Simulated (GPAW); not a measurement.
Slab: P, a slab with vacuum.

```
P
1.0
     3.28373    0.00000    0.00000
     0.00000   34.85703    0.00000
     0.00000    0.00000    4.63208
P
4
Direct
  0.50000 0.97026 0.90785
  0.50000 0.02974 0.09215
  0.00000 0.02974 0.40785
  0.00000 0.97026 0.59215
```

The slab is cut from a database's or a generator's crystal, which needn't be the stable form of the element.

- Program: GPAW 26.7.0
- Task: single point
- Functional: PBE
- Potentials or basis: GPAW PAW data sets (gpaw-data 1.2.1)
- Cutoff: 600 eV
- Basis: pw
- k mesh: 8 × 1 × 6
- Occupations: fermi-dirac, width 0.05 eV
- Spin: no spin polarisation

On this cell: largest force 0.403 eV/Å; band gap on the k mesh 0.92 eV, direct.

The same run follows on a disturbed copy (atoms moved at random, drawn with an rms of 0.05 Å):

```
P
1.0
     3.28373    0.00000    0.00000
     0.00000   34.85703    0.00000
     0.00000    0.00000    4.63208
P
4
Cartesian
  1.6459 33.8511 4.2404
  1.6310 1.0663 0.3925
  0.0246 1.0037 1.9058
  -0.0390 33.8092 2.7789
```

Task: What changes?

Result: The energy moves by +8.6 meV/atom; largest force 0.855 eV/Å; band gap on the k mesh 1.07 eV, direct.

Forces in eV/Å, atoms in the order of the input:
```
P   -0.443 -0.327  0.227
P    0.301  0.222  0.421
P   -0.403  0.544 -0.157
P    0.544 -0.439 -0.492
```

Stress tensor (GPa, compression positive):
```
 0.30 -0.06 -0.33
-0.06  0.47  0.18
-0.33  0.18  0.21
```

A k mesh can miss the band edges.
